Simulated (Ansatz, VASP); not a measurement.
# GaN in VASP and in Ansatz

File INCAR:

```
ALGO = Normal
EDIFF = 1E-6
ENCUT = 520
GGA = PE
ISIF = 2
ISMEAR = -1
LASPH = True
LCHARG = False
LREAL = False
LWAVE = False
NBANDS = 16
NELM = 80
PREC = Accurate
SIGMA = 0.02
```

KPOINTS

```
k-points
0
Gamma
  10 10 10
```

File POSCAR:

```
GaN
1.0
   -0.0270998791      2.2489526240      2.2489526240
    2.2489526240     -0.0270998791      2.2489526240
    2.2218527448      2.2218527448      0.0000000000
Ga N
1 1
Direct
    0.0017454298      0.0017454298     -0.0017454298
    0.7482545702      0.7482545702      0.7517454298
```

Input for Ansatz:

```yaml
crystal:
  lattice:
    - [-0.0270998791, 2.248952624, 2.248952624]
    - [2.248952624, -0.0270998791, 2.248952624]
    - [2.2218527448, 2.2218527448, 0.0]
  atoms:
    - { symbol: Ga, position: [0.0017454298, 0.0017454298, -0.0017454298] }
    - { symbol: "N", position: [0.7482545702, 0.7482545702, 0.7517454298] }
kpoints:
  mp_grid: { grid: [10, 10, 10] }
  band_path:
    path:
      - [0.0, 0.0, 0.0]
      - [-0.5, -0.5, 0.0]
      - [-0.375, -0.375, 0.25]
      - [-0.375, 0.0, 0.375]
      - [0.0, 0.0, 0.5]
      - [-0.5, -0.25, 0.25]
    npoints: 1
hamiltonian:
  xc: pbe
scf:
  occupations: { method: fermi_dirac, width: 0.02 }
  n_extra_bands: 4
output:
  forces: true
  stress: true
  eigenvalues: true
```

Change from the starting cell: shear_xy strain -2.4%.

Alike in both runs: task single point; functional PBE; k mesh 10 × 10 × 10; occupations fermi-dirac, width 0.02 eV; no spin polarisation.

|  | VASP | Ansatz |
| --- | --- | --- |
| version | VASP 6.6.1 | Ansatz 0.2.0 |
| potentials or method | VASP PAW PBE potentials, release 64 (Ga_d, N) | plane waves, PAW |
| plane-wave cutoff (eV) | 520 | 420 |
| valence electrons in the cell | 18 | 18 |

Ansatz gave:

* gap on the k mesh at the Fermi level (eV): 1.66
* pressure (GPa): 6.3
* largest component of the traceless stress (GPa): 3.73
* rms of the force components (eV/Å): 0.011

Estimate VASP's values.

gap on the k mesh at the Fermi level (eV): 1.67; pressure (GPa): 6.3; largest component of the traceless stress (GPa): 3.74; rms of the force components (eV/Å): 0.009.

Atom by atom the forces differ by 0.001 eV/Å (rms over components).
